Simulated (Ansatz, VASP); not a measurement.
**Zn: VASP beside Ansatz**

```
Zn
1.0
     2.26817   -1.30849    0.00000
     2.26817    1.30849    0.00000
    -1.59172    0.00000    7.30041
Zn
3
Direct
  0.77802 0.77802 0.33450
  0.22198 0.22198 0.66550
  0.00000 0.00000 0.00000
```

This isn't the form of Zn at room conditions, which is hcp.

Alike in both runs: functional PBEsol; k mesh 7 × 7 × 2; occupations fermi-dirac, width 0.05 eV; no spin polarisation.

```csv
,VASP,Ansatz
version,VASP 6.6.1,Ansatz 0.2.0
potentials or method,"VASP PAW PBE potentials, release 64 (Zn)",Ansatz PAW
plane-wave cutoff (eV),520,420
valence electrons in the cell,36,36
task,single point,projected density of states
```

```csv
,VASP,Ansatz,Ansatz less VASP
gap on the k mesh at the Fermi level (eV),none,none,-
pressure (GPa),-1.5,-2.0,-0.51
largest component of the traceless stress (GPa),1.77,1.76,-0.007
rms of the force components (eV/Å),0.003,0.003,-0.0003
```

Atom by atom the forces differ by 0.000 eV/Å (rms over components). A gap of «none» marks a metal or a gap that the smearing closes.

Caveats: the k mesh is coarse (spacing up to 0.43 Å⁻¹), so the values aren't converged; the PAW data sets were made with another functional, which shifts forces and pressure a little (VASP); the PAW data sets come from PBE, with cores solved anew for the run's functional, which leaves a small shift of forces and pressure (Ansatz); the density of states is complete only up to the lowest level of the last band computed (Ansatz).
